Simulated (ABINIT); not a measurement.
# Au (Im-3m) in ABINIT: equation of state

How stiff is Au in PBEsol, and what volume does it want? The cell is scaled to several volumes.

Everything below comes from runs of ABINIT 10.8.3 (patched build). Logs are shortened: lines on timing, memory, paths and dates and some standing lists are left out, and cuts for length are marked. The log counts tension as positive stress, the text compression.

## 1. Starting point

Symmetry: Im-3m, No. 229, cubic system. The conventional cell has a = 3.315 Å, b = 3.315 Å, c = 3.315 Å, α = 90.00°, β = 90.00°, γ = 90.00°. Au (site symmetry m-3m) is surrounded by 8 Au at 2.87 Å.

This isn't the form of Au at room conditions, which is fcc.

## 2. Equation of state, PBEsol

run.abi reads:

```
# Datasets: one volume each
ndtset 7
getwfk -1
scalecart1 3*0.9795861087
scalecart2 3*0.9864848297
scalecart3 3*0.9932883884
scalecart4 3*1.0000000000
scalecart5 3*1.0066227096
scalecart6 3*1.0131594038
scalecart7 3*1.0196128224

# Pseudopotentials
pp_dirpath "./"
pseudos "Au.upf"

# Structure
acell 2.8704741098 2.8704741098 2.8704741098 Angstrom
rprim
    -0.5773502692     0.5773502692     0.5773502692
     0.5773502692    -0.5773502692     0.5773502692
     0.5773502692     0.5773502692    -0.5773502692
ntypat 1
znucl 79
natom 1
typat 1
xred
     0.0000000000     0.0000000000     0.0000000000

# Plane-wave basis
ecut 38.0

# k points
kptopt 1
ngkpt 11 11 11
nshiftk 1
shiftk 0.0 0.0 0.0

# Exchange and correlation
ixc -116133

# Bands and occupations
nband 14
occopt 3
tsmear 0.05 eV

# SCF cycle
nstep 100
tolvrs 1.0e-10

# Output
iomode 3
prtwf 1
prtden 0
prteig 0
prtebands 0
```

Potentials or basis: PseudoDojo NC SR PBEsol v0.4.1 standard.

Started as:

```bash
$ abinit run.abi > log 2>&1
```

run.abo:

```text
.Version 10.8.3 of ABINIT
 DATASET    1 : space group Im -3 m (#229); Bravais cI (body-center cubic)
================================================================================
 Values of the parameters that define the memory need for DATASET  1.
     intxc =       0    ionmov =       0      iscf =       7    lmnmax =       7
     lnmax =       7     mgfft =      30  mpssoang =       4    mqgrid =    3001
     natom =       1  nloc_mem =       1    nspden =       1   nspinor =       1
    nsppol =       1      nsym =      48    n1xccc =    2501    ntypat =       1
    occopt =       3   xclevel =       2
       mpw =        1308          nfft =       27000          nkpt =          56
================================================================================
================================================================================
[... 61 lines left out ...]
 DATASET    7 : space group Im -3 m (#229); Bravais cI (body-center cubic)
================================================================================
 Values of the parameters that define the memory need for DATASET  7.
     intxc =       0    ionmov =       0      iscf =       7    lmnmax =       7
     lnmax =       7     mgfft =      32  mpssoang =       4    mqgrid =    3001
     natom =       1  nloc_mem =       1    nspden =       1   nspinor =       1
    nsppol =       1      nsym =      48    n1xccc =    2501    ntypat =       1
    occopt =       3   xclevel =       2
       mpw =        1470          nfft =       32768          nkpt =          56
================================================================================
================================================================================

--------------------------------------------------------------------------------
------------- Echo of variables that govern the present computation ------------
--------------------------------------------------------------------------------
 -outvars: echo values of preprocessed input variables --------
            acell      5.4244099190E+00  5.4244099190E+00  5.4244099190E+00 Bohr
              amu      1.96966540E+02
             ecut      3.80000000E+01 Hartree
           getwfk          -1
                       outvar_i_n : Printing only first  50 k-points.
              ixc     -116133
           jdtset        1    2    3    4    5    6    7
                       outvar_i_n : Printing only first  50 k-points.
         kptrlatt       11    0    0      0   11    0      0    0   11
          kptrlen1     5.84504427E+01
          kptrlen2     5.88620790E+01
          kptrlen3     5.92680373E+01
          kptrlen4     5.96685091E+01
          kptrlen5     6.00636763E+01
          kptrlen6     6.04537111E+01
          kptrlen7     6.08387770E+01
[... 34 lines left out ...]
            rprim6    -5.8494785453E-01  5.8494785453E-01  5.8494785453E-01
                       5.8494785453E-01 -5.8494785453E-01  5.8494785453E-01
                       5.8494785453E-01  5.8494785453E-01 -5.8494785453E-01
            rprim7    -5.8867373749E-01  5.8867373749E-01  5.8867373749E-01
                       5.8867373749E-01 -5.8867373749E-01  5.8867373749E-01
                       5.8867373749E-01  5.8867373749E-01 -5.8867373749E-01
          spgroup         229
           tolvrs      1.00000000E-10
           tsmear      1.83746611E-03 Hartree
            typat      1
                       outvars : Printing only first  50 k-points.
            znucl       79.00000

================================================================================

 chkinp: Checking input parameters for consistency, jdtset=   1.

 chkinp: Checking input parameters for consistency, jdtset=   2.
[... 29 lines left out ...]
 getcut: wavevector=  0.0000  0.0000  0.0000  ngfft=  30  30  30
         ecut(hartree)=     38.000   => boxcut(ratio)=   2.03455

--- Pseudopotential description ------------------------------------------------
- pspini: atom type   1  psp file is ./Au.upf
12 -116133 3 -1 1340                          pspcod,pspxc,lmax,lloc,mmax
     nproj     2     2     2     1

   6.12166457E+02                                ecore*ucvol(ha*bohr**3)
--------------------------------------------------------------------------------

================================================================================

--- !BeginCycle
iteration_state: {dtset: 1, }
solver: {iscf: 7, nstep: 100, nline: 4, wfoptalg: 0, }
tolerances: {tolvrs: 1.00E-10, }
...
[... 938 lines left out ...]
-Cartesian components of stress tensor (GPa)         [Pressure= -1.4711E+01 GPa]
- sigma(1 1)=  1.47107287E+01  sigma(3 2)=  0.00000000E+00
- sigma(2 2)=  1.47107287E+01  sigma(3 1)=  0.00000000E+00
- sigma(3 3)=  1.47107287E+01  sigma(2 1)=  0.00000000E+00

== END DATASET(S) ==============================================================
================================================================================

 -outvars: echo values of variables after computation  --------
            acell      5.4244099190E+00  5.4244099190E+00  5.4244099190E+00 Bohr
           etotal1    -1.4742123481E+02
           etotal2    -1.4742103899E+02
           etotal3    -1.4742058874E+02
           etotal4    -1.4741991912E+02
           etotal5    -1.4741906018E+02
           etotal6    -1.4741803758E+02
           etotal7    -1.4741687387E+02
            fcart1    -0.0000000000E+00 -0.0000000000E+00 -0.0000000000E+00
            fcart2    -0.0000000000E+00 -0.0000000000E+00 -0.0000000000E+00
            fcart3    -0.0000000000E+00 -0.0000000000E+00 -0.0000000000E+00
            fcart4    -0.0000000000E+00 -0.0000000000E+00 -0.0000000000E+00
            fcart5    -0.0000000000E+00 -0.0000000000E+00 -0.0000000000E+00
            fcart6    -0.0000000000E+00 -0.0000000000E+00 -0.0000000000E+00
            fcart7    -0.0000000000E+00 -0.0000000000E+00 -0.0000000000E+00
            rprim1    -5.6556430356E-01  5.6556430356E-01  5.6556430356E-01
                       5.6556430356E-01 -5.6556430356E-01  5.6556430356E-01
                       5.6556430356E-01  5.6556430356E-01 -5.6556430356E-01
[... 17 lines left out ...]
                       5.8867373749E-01  5.8867373749E-01 -5.8867373749E-01
           strten1     2.3158360355E-05  2.3158360355E-05  2.3158360355E-05
                       0.0000000000E+00  0.0000000000E+00  0.0000000000E+00
           strten2     1.3465728640E-04  1.3465728640E-04  1.3465728640E-04
                       0.0000000000E+00  0.0000000000E+00  0.0000000000E+00
           strten3     2.3064416419E-04  2.3064416419E-04  2.3064416419E-04
                       0.0000000000E+00  0.0000000000E+00  0.0000000000E+00
           strten4     3.1344530332E-04  3.1344530332E-04  3.1344530332E-04
                       0.0000000000E+00  0.0000000000E+00  0.0000000000E+00
           strten5     3.8500375956E-04  3.8500375956E-04  3.8500375956E-04
                       0.0000000000E+00  0.0000000000E+00  0.0000000000E+00
           strten6     4.4680902129E-04  4.4680902129E-04  4.4680902129E-04
                       0.0000000000E+00  0.0000000000E+00  0.0000000000E+00
           strten7     5.0000750427E-04  5.0000750427E-04  5.0000750427E-04
                       0.0000000000E+00  0.0000000000E+00  0.0000000000E+00
 Calculation completed.
```

Run time: 4 min. Hardware: 1 thread of AMD EPYC 7R43 (Zen 3), shared host; peak memory 0.09 GiB.

Results:

```yaml
Equilibrium_volume: "17.04 Å³/atom (rough: see the caveat)"
Bulk_modulus: 168 GPa (rough)
```

Energy against volume, from the lowest point:
| volume (Å³/atom) | energy (meV/atom) |
| --- | --- |
| 17.115 | 0.00 |
| 17.479 | 5.33 |
| 17.843 | 17.58 |
| 18.207 | 35.80 |
| 18.571 | 59.17 |
| 18.935 | 87.00 |
| 19.299 | 118.67 |

Caveat: pressures at fixed basis lie under the slope of the energies; the minimum lies outside the volumes run. Spin-orbit coupling is left out, which matters for the levels of Au.
